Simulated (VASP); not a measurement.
Runs of VASP 6.6.1 on ZnSe (Stilleite). Symmetry: F-43m, No. 216, cubic system. The conventional cell has a = 5.668 Å, b = 5.668 Å, c = 5.668 Å, α = 90.00°, β = 90.00°, γ = 90.00°. Zn (site symmetry -43m) has 4 Se at 2.45 Å as nearest neighbours. Around Se (site symmetry -43m) lie 4 Zn at 2.45 Å. 

```csv
task,level,potentials or basis,cell,k mesh,cutoff (eV),by perturbation theory,mesh quality,gap on the mesh (eV),pressure (GPa)
relaxation of the atoms,PBE,"VASP PAW PBE potentials, release 64 (Zn, Se)",atoms relaxed from: a relaxed cell with its volume scaled by 1.06,4 × 4 × 4,300,-,coarse,0.88,-
relaxation of the atoms,LDA,"VASP PAW LDA potentials, release 64 (Zn, Se)",atoms relaxed from: a relaxed cell with its volume scaled by 1.04,8 × 8 × 8,600,-,not flagged,1.11,-2.6
relaxation of cell and atoms,r2SCAN,"VASP PAW PBE potentials, release 64 (Zn, Se)",relaxed,8 × 8 × 8,600,-,not flagged,1.87,0.0
relaxation of the atoms,LDA,"VASP PAW LDA potentials, release 64 (Zn, Se)",atoms relaxed from: a relaxed cell with its volume scaled by 1.06,8 × 8 × 8,600,-,not flagged,(a),-3.7
relaxation of the atoms,LDA,"VASP PAW LDA potentials, release 64 (Zn, Se)",atoms relaxed from: a relaxed cell with its volume scaled by 0.96,8 × 8 × 8,600,-,not flagged,(b),3.2
relaxation of cell and atoms,LDA,"VASP PAW LDA potentials, release 64 (Zn, Se)",relaxed,8 × 8 × 8,600,-,not flagged,1.27,0.0
relaxation of the atoms,PBE,"VASP PAW PBE potentials, release 64 (Zn, Se)",atoms relaxed from: a relaxed cell with its volume scaled by 1.04,4 × 4 × 4,300,-,coarse,(c),-
relaxation of the atoms,PBE,"VASP PAW PBE potentials, release 64 (Zn, Se)",atoms relaxed,4 × 4 × 4,300,-,coarse,1.10,-
relaxation of the atoms,LDA,"VASP PAW LDA potentials, release 64 (Zn, Se)",atoms relaxed from: a relaxed cell with its volume scaled by 1.02,8 × 8 × 8,600,-,not flagged,1.19,-1.4
relaxation of the atoms,PBE,"VASP PAW PBE potentials, release 64 (Zn, Se)",atoms relaxed from: a relaxed cell with its volume scaled by 0.94,4 × 4 × 4,300,-,coarse,1.35,-
```

Alike in all rows: no spin polarisation; smearing gaussian 0.03 eV.

Question: Fill in the values left out.

Answer: (a) 1.03; (b) 1.44; (c) 0.95.

Caveats: some runs use coarse meshes; the relaxation stopped at its first step, so nothing moved; the cutoff is under 1.25 times the usual one of these potentials, so pressure, stress and relaxed cells hold a basis-set (Pulay) error (some runs); the PAW data sets were made with another functional, which shifts forces and pressure a little (some runs).

A k mesh can miss the band edges, and the runs leave out spin-orbit coupling on Se.
